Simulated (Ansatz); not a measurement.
# An O vacancy in rutile SiO2, 71 atoms, charge 0

Wanted: path and barrier of the jump (PBEsol and HSE06).

Program: Ansatz 0.2.0, PAW, plane waves. These are calculated values, not measurements.

**1. Starting point**

71 atoms (24 Si, 47 O); a = 8.389 Å, b = 8.389 Å, c = 8.036 Å, α = 90.00°, β = 90.00°, γ = 90.00°. All atoms were shaken off their sites by about 0.02 Å along each axis. Defect site 1: (0.597, 0.403, 0.500).

The runs, in order: (2) PBEsol relaxation at the single k point (¼, ¼, ¼), on 1 × NVIDIA GB200 with 8 threads of Arm Neoverse-V2; (3) HSE06 single point at the single k point (¼, ¼, ¼), on 1 × NVIDIA GB200 with 8 threads of Arm Neoverse-V2; (4) PBEsol band at the single k point (¼, ¼, ¼), on 1 × NVIDIA GB200 with 8 threads of Arm Neoverse-V2; (5) HSE06 single point at the single k point (¼, ¼, ¼), on 1 × NVIDIA GB200 with 8 threads of Arm Neoverse-V2.

**2. Relaxing the atoms with PBEsol**

File in.yaml:

```yaml
crystal:
  lattice:
    - [8.388693, 0.000000, 0.000000]
    - [0.000000, 8.388693, 0.000000]
    - [0.000000, 0.000000, 8.035643]
  atoms:
    - { symbol: Si, position: [0.003130, 0.999206, 0.999998] }
    - { symbol: Si, position: [0.997565, 0.999764, 0.335333] }
    - { symbol: Si, position: [0.994842, 0.002283, 0.666706] }
    - { symbol: Si, position: [0.001857, 0.501894, 0.998715] }
    - { symbol: Si, position: [0.001468, 0.499284, 0.326519] }
    - { symbol: Si, position: [0.998870, 0.504157, 0.668019] }
    - { symbol: Si, position: [0.492561, 0.997103, 0.005597] }
    - { symbol: Si, position: [0.498651, 0.002215, 0.332791] }
    - { symbol: Si, position: [0.498390, 0.000347, 0.665075] }
    - { symbol: Si, position: [0.503622, 0.500702, 0.000725] }
    - { symbol: Si, position: [0.496575, 0.499619, 0.329143] }
    - { symbol: Si, position: [0.495502, 0.501645, 0.669703] }
    - { symbol: Si, position: [0.246157, 0.247996, 0.169393] }
    - { symbol: Si, position: [0.250003, 0.249820, 0.496990] }
    - { symbol: Si, position: [0.247522, 0.252157, 0.839023] }
    - { symbol: Si, position: [0.249683, 0.748330, 0.167020] }
    - { symbol: Si, position: [0.249940, 0.750520, 0.500068] }
    - { symbol: Si, position: [0.248163, 0.747600, 0.832172] }
    - { symbol: Si, position: [0.745544, 0.248989, 0.165814] }
    - { symbol: Si, position: [0.749752, 0.249378, 0.502132] }
    - { symbol: Si, position: [0.748536, 0.252096, 0.835107] }
    - { symbol: Si, position: [0.755852, 0.746250, 0.166217] }
    - { symbol: Si, position: [0.749448, 0.747681, 0.500509] }
    - { symbol: Si, position: [0.750621, 0.749678, 0.836556] }
    - { symbol: O, position: [0.151736, 0.152668, 0.002088] }
    - { symbol: O, position: [0.151865, 0.155796, 0.335571] }
    - { symbol: O, position: [0.151648, 0.152533, 0.667121] }
    - { symbol: O, position: [0.156716, 0.650566, 0.999189] }
    - { symbol: O, position: [0.149201, 0.652266, 0.328811] }
    - { symbol: O, position: [0.154703, 0.655701, 0.669026] }
    - { symbol: O, position: [0.657372, 0.151682, 0.000673] }
    - { symbol: O, position: [0.651258, 0.153870, 0.334640] }
    - { symbol: O, position: [0.653245, 0.154372, 0.665800] }
    - { symbol: O, position: [0.655416, 0.656754, 0.998794] }
    - { symbol: O, position: [0.654533, 0.651393, 0.331851] }
    - { symbol: O, position: [0.654167, 0.653208, 0.666677] }
    - { symbol: O, position: [0.347991, 0.344852, 0.996259] }
    - { symbol: O, position: [0.342227, 0.346179, 0.333471] }
    - { symbol: O, position: [0.347477, 0.347170, 0.665475] }
    - { symbol: O, position: [0.346187, 0.844692, 0.997348] }
    - { symbol: O, position: [0.347125, 0.845847, 0.333725] }
    - { symbol: O, position: [0.346037, 0.848940, 0.665602] }
    - { symbol: O, position: [0.847304, 0.348654, 0.005099] }
    - { symbol: O, position: [0.849791, 0.347301, 0.330709] }
    - { symbol: O, position: [0.845988, 0.348657, 0.665664] }
    - { symbol: O, position: [0.846010, 0.846055, 0.997443] }
    - { symbol: O, position: [0.848818, 0.842775, 0.333309] }
    - { symbol: O, position: [0.845619, 0.849080, 0.663914] }
    - { symbol: O, position: [0.097088, 0.402120, 0.167954] }
    - { symbol: O, position: [0.095042, 0.405082, 0.498945] }
    - { symbol: O, position: [0.102083, 0.402246, 0.830329] }
    - { symbol: O, position: [0.094701, 0.901739, 0.163888] }
    - { symbol: O, position: [0.099704, 0.906831, 0.502993] }
    - { symbol: O, position: [0.096354, 0.901836, 0.832806] }
    - { symbol: O, position: [0.596056, 0.405925, 0.168716] }
    - { symbol: O, position: [0.597777, 0.405801, 0.833778] }
    - { symbol: O, position: [0.599961, 0.907445, 0.164199] }
    - { symbol: O, position: [0.601570, 0.901049, 0.499136] }
    - { symbol: O, position: [0.598944, 0.906303, 0.833647] }
    - { symbol: O, position: [0.402015, 0.097098, 0.168199] }
    - { symbol: O, position: [0.405592, 0.094790, 0.497289] }
    - { symbol: O, position: [0.404199, 0.096682, 0.835301] }
    - { symbol: O, position: [0.398955, 0.601509, 0.168609] }
    - { symbol: O, position: [0.405714, 0.597350, 0.503330] }
    - { symbol: O, position: [0.402200, 0.600244, 0.829527] }
    - { symbol: O, position: [0.902166, 0.095918, 0.166115] }
    - { symbol: O, position: [0.903897, 0.097369, 0.501998] }
    - { symbol: O, position: [0.902231, 0.097099, 0.833190] }
    - { symbol: O, position: [0.909057, 0.600710, 0.167558] }
    - { symbol: O, position: [0.903893, 0.599500, 0.497102] }
    - { symbol: O, position: [0.903160, 0.598541, 0.835454] }
  symmetry: { detect: false }
kpoints:
  mp_grid: { grid: [1, 1, 1], shift: [0.25, 0.25, 0.25] }
hamiltonian:
  xc: pbesol
scf:
  occupations: { method: fermi_dirac, width: 0.01 }
relax:
  f_tol: 0.03
  max_steps: 80
  escape_saddle: false
  adjacent_minimum: "off"
output:
  forces: true
  eigenvalues: true
  populations: true
```

Command:

```sh
$ ansatz run in.yaml --threads 8 --pin off --max-ram 118750MiB --runs-dir r --events-out ev --progress --plain --backend cuda --devices 0, --max-vram 170GiB
```

Further steps of the session: HSE06 single point; Nudged elastic band for the jump; Single point with HSE06.

What does the calculation give? Wanted: for each run, top filled to lowest empty.

**Answer**, as computed:

| level | time | top filled to lowest empty (eV) |
| --- | --- | --- |
| PBEsol, relaxation | 3.6 s (GPU) | 4.25 |
| HSE06 | 8 s (GPU) | 5.57 |
| HSE06, at the band's top | 9.1 s (GPU) | 1.26 |

| quantity | value |
| --- | --- |
| relaxation | 7 recorded steps, 1.33 eV gained |
| largest shift | 0.13 Å (Si12 and others alike) |
| barrier forwards, backwards | 4.97, 4.97 eV |
| jump | O by 2.40 Å |
| band iterations | 7 |
| top less start by HSE06 | 5.34 eV |

The relaxation lowers the energy by 1.33 eV; the largest shift is 0.13 Å (Si12 and others alike). The PBEsol barrier is 4.97 eV forwards and 4.97 eV back, about 192 times kT at 300 K. The cell's size and k points aren't converged for it. The program's check left the order of the top open. On the same two geometries HSE06 gives 5.34 eV. At the same k points, PBEsol gives a spacing 1.32 eV smaller than the 5.57 eV of HSE06. In a defect cell this spacing can involve defect levels, so it need not be the gap.
